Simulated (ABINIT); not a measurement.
# W (Fm-3m) in ABINIT: equation of state

How stiff is W in PBE, and what volume does it want? The cell is scaled to several volumes.

Everything below comes from runs of ABINIT 10.8.3 (patched build). Logs are shortened: lines on timing, memory, paths and dates and some standing lists are left out, and cuts for length are marked. The log counts tension as positive stress, the text compression.

## Step 1: The structure

It takes space group Fm-3m (No. 225, cubic). The conventional cell has a = 4.060 Å, b = 4.060 Å, c = 4.060 Å, α = 90.00°, β = 90.00°, γ = 90.00°. W (site symmetry m-3m) has 12 W at 2.87 Å as nearest neighbours.

This isn't the form of W at room conditions, which is bcc.

## Step 2: Equation of state, PBE

File run.abi:

```
# Datasets: one volume each
ndtset 7
getwfk -1
scalecart1 3*0.9795861087
scalecart2 3*0.9864848297
scalecart3 3*0.9932883884
scalecart4 3*1.0000000000
scalecart5 3*1.0066227096
scalecart6 3*1.0131594038
scalecart7 3*1.0196128224

# Pseudopotentials
pp_dirpath "./"
pseudos "W.GGA_PBE-JTH.xml"

# Structure
acell 3*1.0
rprim
     0.0000000000     3.8361440330     3.8361440330
     3.8361440330     0.0000000000     3.8361440330
     3.8361440330     3.8361440330     0.0000000000
ntypat 1
znucl 74
natom 1
typat 1
xred
     0.0000000000     0.0000000000     0.0000000000

# Plane-wave basis
ecut 16.0
pawecutdg 32.0

# k points
kptopt 1
ngkpt 11 11 11
nshiftk 1
shiftk 0.0 0.0 0.0

# Exchange and correlation
ixc 11

# Bands and occupations
nband 11
occopt 3
tsmear 0.00183747

# SCF cycle
nstep 100
tolvrs 1.0e-9

# Output
iomode 3
prtwf 1
prtden 0
prteig 0
prtebands 0
enunit 2
```

Potentials or basis: JTH PAW PBE v2.0.

The run is started by

```bash
$ abinit run.abi > log 2>&1
```

run.abo:

```text
.Version 10.8.3 of ABINIT
 DATASET    1 : space group Fm -3 m (#225); Bravais cF (face-center cubic)
================================================================================
 Values of the parameters that define the memory need for DATASET  1.
     intxc =       0    ionmov =       0      iscf =      17    lmnmax =      18
     lnmax =       6     mgfft =      20  mpssoang =       3    mqgrid =    3001
     natom =       1  nloc_mem =       2    nspden =       1   nspinor =       1
    nsppol =       1      nsym =      48    n1xccc =       1    ntypat =       1
    occopt =       3   xclevel =       2
       mpw =         335          nfft =        8000          nkpt =          56
 PAW method is used; the additional fine FFT grid is defined by:
   mgfftf=        30    nfftf =     27000
================================================================================
================================================================================
[... 71 lines left out ...]
 DATASET    7 : space group Fm -3 m (#225); Bravais cF (face-center cubic)
================================================================================
 Values of the parameters that define the memory need for DATASET  7.
     intxc =       0    ionmov =       0      iscf =      17    lmnmax =      18
     lnmax =       6     mgfft =      20  mpssoang =       3    mqgrid =    3001
     natom =       1  nloc_mem =       2    nspden =       1   nspinor =       1
    nsppol =       1      nsym =      48    n1xccc =       1    ntypat =       1
    occopt =       3   xclevel =       2
       mpw =         375          nfft =        8000          nkpt =          56
 PAW method is used; the additional fine FFT grid is defined by:
   mgfftf=        30    nfftf =     27000
================================================================================
================================================================================

--------------------------------------------------------------------------------
------------- Echo of variables that govern the present computation ------------
--------------------------------------------------------------------------------
 -outvars: echo values of preprocessed input variables --------
            acell      1.0000000000E+00  1.0000000000E+00  1.0000000000E+00 Bohr
              amu      1.83850000E+02
             ecut      1.60000000E+01 Hartree
           enunit           2
           getwfk          -1
                       outvar_i_n : Printing only first  50 k-points.
              ixc          11
           jdtset        1    2    3    4    5    6    7
                       outvar_i_n : Printing only first  50 k-points.
         kptrlatt       11    0    0      0   11    0      0    0   11
[... 97 lines left out ...]
 getcut: wavevector=  0.0000  0.0000  0.0000  ngfft=  30  30  30
         ecut(hartree)=     32.000   => boxcut(ratio)=   2.21927

 getcut : COMMENT -
  Note that boxcut > 2.2 ; recall that boxcut=Gcut(box)/Gcut(sphere) = 2
  is sufficient for exact treatment of convolution.
  Such a large boxcut is a waste : you could raise ecut
  e.g. ecut=   39.401364 Hartrees makes boxcut=2

--- Pseudopotential description ------------------------------------------------
- pspini: atom type   1  psp file is ./W.GGA_PBE-JTH.xml
 Pseudopotential format is: paw10
 basis_size (lnmax)=  6 (lmn_size= 18), orbitals=   0   0   1   1   2   2
 Spheres core radius: rc_sph= 2.41188978
 Shapefunction is BESSEL type: shapef(r,l)=aa(1,l)*jl(q(1,l)*r)+aa(2,l)*jl(q(2,l)*r)
 Radius for shape functions =  2.10354610
 Compensation charge density is not taken into account in XC energy/potential

   6.59015510E+02                                ecore*ucvol(ha*bohr**3)
--------------------------------------------------------------------------------

[... 179 lines left out ...]
 getcut: wavevector=  0.0000  0.0000  0.0000  ngfft=  30  30  30
         ecut(hartree)=     32.000   => boxcut(ratio)=   2.20375

 getcut : COMMENT -
  Note that boxcut > 2.2 ; recall that boxcut=Gcut(box)/Gcut(sphere) = 2
  is sufficient for exact treatment of convolution.
  Such a large boxcut is a waste : you could raise ecut
  e.g. ecut=   38.852205 Hartrees makes boxcut=2

--------------------------------------------------------------------------------

-inwffil : will read wavefunctions from disk file runo_DS1_WFK.nc

================================================================================
[... 1037 lines left out ...]
-Cartesian components of stress tensor (GPa)         [Pressure= -1.9335E+01 GPa]
- sigma(1 1)=  1.93350776E+01  sigma(3 2)=  0.00000000E+00
- sigma(2 2)=  1.93350776E+01  sigma(3 1)=  0.00000000E+00
- sigma(3 3)=  1.93350776E+01  sigma(2 1)=  0.00000000E+00

== END DATASET(S) ==============================================================
================================================================================

 -outvars: echo values of variables after computation  --------
            acell      1.0000000000E+00  1.0000000000E+00  1.0000000000E+00 Bohr
           etotal1    -6.9014001826E+01
           etotal2    -6.9014856643E+01
           etotal3    -6.9015205448E+01
           etotal4    -6.9015076815E+01
           etotal5    -6.9014523984E+01
           etotal6    -6.9013605454E+01
           etotal7    -6.9012352465E+01
            fcart1    -0.0000000000E+00 -0.0000000000E+00 -0.0000000000E+00
            fcart2    -0.0000000000E+00 -0.0000000000E+00 -0.0000000000E+00
            fcart3    -0.0000000000E+00 -0.0000000000E+00 -0.0000000000E+00
            fcart4    -0.0000000000E+00 -0.0000000000E+00 -0.0000000000E+00
            fcart5    -0.0000000000E+00 -0.0000000000E+00 -0.0000000000E+00
            fcart6    -0.0000000000E+00 -0.0000000000E+00 -0.0000000000E+00
            fcart7    -0.0000000000E+00 -0.0000000000E+00 -0.0000000000E+00
            rprim1     0.0000000000E+00  3.7578334057E+00  3.7578334057E+00
                       3.7578334057E+00  0.0000000000E+00  3.7578334057E+00
                       3.7578334057E+00  3.7578334057E+00  0.0000000000E+00
[... 17 lines left out ...]
                       3.9113816446E+00  3.9113816446E+00  0.0000000000E+00
           strten1    -4.7108760936E-04 -4.7108760936E-04 -4.7108760936E-04
                       0.0000000000E+00  0.0000000000E+00  0.0000000000E+00
           strten2    -2.2658877910E-04 -2.2658877910E-04 -2.2658877910E-04
                       0.0000000000E+00  0.0000000000E+00  0.0000000000E+00
           strten3    -8.7468600030E-06 -8.7468600030E-06 -8.7468600030E-06
                       0.0000000000E+00  0.0000000000E+00  0.0000000000E+00
           strten4     1.8674133662E-04  1.8674133662E-04  1.8674133662E-04
                       0.0000000000E+00  0.0000000000E+00  0.0000000000E+00
           strten5     3.6151294942E-04  3.6151294942E-04  3.6151294942E-04
                       0.0000000000E+00  0.0000000000E+00  0.0000000000E+00
           strten6     5.1731928234E-04  5.1731928234E-04  5.1731928234E-04
                       0.0000000000E+00  0.0000000000E+00  0.0000000000E+00
           strten7     6.5718592914E-04  6.5718592914E-04  6.5718592914E-04
                       0.0000000000E+00  0.0000000000E+00  0.0000000000E+00
 Calculation completed.
```

Wall time 28 s (1 thread of Arm Neoverse V2, shared host); peak memory 0.12 GiB.

Results:

* Equilibrium volume: 16.47 Å³/atom
* Bulk modulus: 293 GPa
* Pressure derivative of the bulk modulus: 4.5 (rough: it moves with the points fitted)

Energy against volume, from the lowest point:
| volume (Å³/atom) | energy (meV/atom) |
| --- | --- |
| 15.727 | 32.75 |
| 16.062 | 9.49 |
| 16.396 | 0.00 |
| 16.731 | 3.50 |
| 17.065 | 18.54 |
| 17.400 | 43.54 |
| 17.735 | 77.63 |

Caveat: pressures at fixed basis lie under the slope of the energies.
